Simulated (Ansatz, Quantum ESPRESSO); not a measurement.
## Equation of state of SnTe under LDA

Symmetry: Fm-3m, No. 225, cubic system. The conventional cell has a = 6.302 Å, b = 6.302 Å, c = 6.302 Å, α = 90.00°, β = 90.00°, γ = 90.00°. Te (site symmetry m-3m) is surrounded by 6 Sn at 3.15 Å. Around Sn (site symmetry m-3m) lie 6 Te at 3.15 Å.

The cell was scaled at fixed shape and fractions and run with Ansatz, PseudoDojo LDA, cutoff 1120 eV; LDA, k mesh 7 × 7 × 7 on the cell of 2 atoms, fermi-dirac occupations of 0.05 eV, no spin polarisation, no spin-orbit coupling. Energies are those that the program minimises, any entropy of the smearing included.

| V (Å³/atom) | energy over the lowest row (meV/atom) |
| --- | --- |
| 29.4043 | 3.53 |
| 30.0299 | 0.00 |
| 30.6556 | 0.69 |
| 31.2812 | 5.15 |
| 31.9068 | 12.97 |
| 32.5324 | ? |
| 33.1581 | 37.30 |

**Question.** Fit the third-order Birch-Murnaghan form, give V0, B0 and B′, and predict the energy left open.

**Answer.** With y = (V0/V)^(2/3), E = E0 + (9 V0 B0/16) [(y - 1)³ B′ + (y - 1)² (6 - 4y)]. Least squares through the rows shown give V0 = 30.2324 Å³/atom, E0 = -0.22 meV, B0 = 50.29 GPa (1 eV/Å³ = 160.218 GPa) and B′ = 4.50, with a largest miss of 0.01 meV. At V = 32.5324 the form with these constants gives 23.79 meV; the run gave 23.79 meV an atom. Other set-ups at this level, from all their volumes (Å³/atom, GPa): Ansatz, Ansatz PAW (made for PBE): V0 30.246, B0 50.16; Quantum ESPRESSO, PseudoDojo 0.4.1 SR LDA standard: V0 30.268, B0 50.28.
